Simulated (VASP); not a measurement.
Set up this calculation in VASP 6.6.1, as the native input.

```
Task                   : single point
Functional             : PBEsol
Potentials or basis    : VASP PAW PBE potentials, release 64 (Ca_sv)
Cutoff                 : 520 eV
k mesh                 : 6 × 6 × 6
Occupations            : fermi-dirac, width 0.05 eV
Spin                   : no spin polarisation
Dipole correction      : no
Further INCAR settings : ALGO = Normal; EDIFF = 1e-06; NBANDS = 17
```

The structure of Ca lies in POSCAR:

```
Ca
1.0
    0.0000000000      2.6284689127      2.6284689127
    2.6284689127      0.0000000000      2.6284689127
    2.6284689127      2.6284689127      0.0000000000
Ca
2
Direct
    0.0000000000      0.0000000000      0.0000000000
    0.2500000000      0.2500000000      0.2500000000
```

The cell was built by a generator and needn't be a form met in nature.

One way to write it, as run:

INCAR

```
SYSTEM = Ca
PREC     = Accurate       ! precision mode
ENCUT    = 520            ! plane-wave cutoff, eV
EDIFF    = 1E-6           ! SCF threshold, eV
ISMEAR   = -1             ! smearing method
SIGMA    = 0.05           ! smearing width, eV
LREAL    = .False.        ! projectors in reciprocal space
LASPH    = .True.         ! aspherical terms in the spheres
NELM     = 100            ! most SCF steps
ALGO     = Normal         ! electronic algorithm
ISIF     = 2              ! what is computed and relaxed
LWAVE    = .False.        ! write WAVECAR
LCHARG   = .True.         ! write CHGCAR
GGA      = PS             ! functional
LELF     = .True.         ! ELF
LVHAR    = .True.       
NBANDS   = 17             ! bands
```

KPOINTS

```
Automatic mesh
0
Gamma
  6 6 6
  0 0 0
```

Potentials or basis: VASP PAW PBE potentials, release 64 (Ca_sv).

Run with:

```bash
$ cat potpaw_PBE.64/Ca_sv/POTCAR > POTCAR
$ mpirun -np 1 vasp_std > vasp.out
```

It gave:

```json
{
  "Pressure": "32.1 GPa",
  "Band gap on the k mesh": "none (metal or under the smearing width)"
}
```

Caveat: a pressure of tens of GPa on the cell as given is suspect, and the run, the potentials or the cell itself is likely at fault; the PAW data sets were made with another functional, which shifts forces and pressure a little.

It took 5.7 s on 1 thread of Intel(R) Xeon(R) 6975P-C (Granite Rapids), with other jobs on the host, peak memory 0.15 GiB.
